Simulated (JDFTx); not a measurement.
Runs of JDFTx 1.7.0 (patched build) on Pd. It takes space group Fm-3m (No. 225, cubic). Conventional cell: a = 3.893 Å, b = 3.893 Å, c = 3.893 Å, α = 90.00°, β = 90.00°, γ = 90.00°. Pd (site symmetry m-3m) has 12 Pd at 2.75 Å as nearest neighbours. 

```csv
task,level,potentials or basis,cell,k mesh,cutoff (eV),max SCF steps,SCF threshold on the energy,solver of the electrons,further solve for the empty bands,band ratio of the Davidson solver,mesh quality,gap on the mesh (eV),pressure (GPa),relaxed volume (Å³/atom)
single point,PBE,PseudoDojo-SR-PBE-0.4.1-standard with smoothed tails,as given,12 × 12 × 12,1116,100,1e-09 Ha,scf,yes,-,not flagged,none,6.8,-
single point,PBEsol,PseudoDojo-SR-PBEsol-0.4.1-standard with smoothed tails,cell strained at random at fixed volume,12 × 12 × 12,1116,100,1e-09 Ha,scf,yes,-,not flagged,none,-2.9,-
relaxation of cell and atoms,PBEsol,SG15-PBE-1.2 with smoothed tails,relaxed,6 × 6 × 6,1088,100,1e-09 Ha,scf,no,-,coarse,none,0.0,(a)
relaxation of cell and atoms,PBE,SG15-PBE-1.2 with smoothed tails,relaxed,6 × 6 × 6,1088,100,1e-09 Ha,scf,no,-,coarse,none,0.0,15.20
relaxation of cell and atoms,PBE,SPMS-PBE-1.0 with smoothed tails,relaxed,12 × 12 × 12,1088,100,1e-09 Ha,scf,no,-,not flagged,none,0.0,15.36
relaxation of cell and atoms,PBE,SG15-PBE-1.2 with smoothed tails,relaxed,12 × 12 × 12,1088,100,1e-09 Ha,scf,no,-,not flagged,none,0.0,15.30
relaxation of cell and atoms,PBE,Ansatz-NC-SR-PBE with smoothed tails,relaxed,12 × 12 × 12,1116,100,1e-09 Ha,scf,no,-,not flagged,none,0.0,15.30
```

Alike in all rows: no spin polarisation; smearing fermi-dirac 0.05 eV.

**Question.** Fill in the values left out.

**Answer.** (a) 14.44.

Caveats: some runs use coarse meshes; this set's palladium file may shift the pressure by some GPa (some runs); the potentials were made for another functional, which shifts forces and pressure (some runs).

A k mesh can miss the band edges, and the runs leave out spin-orbit coupling on Pd.

A gap of «none» marks a metal or a gap under the smearing width.
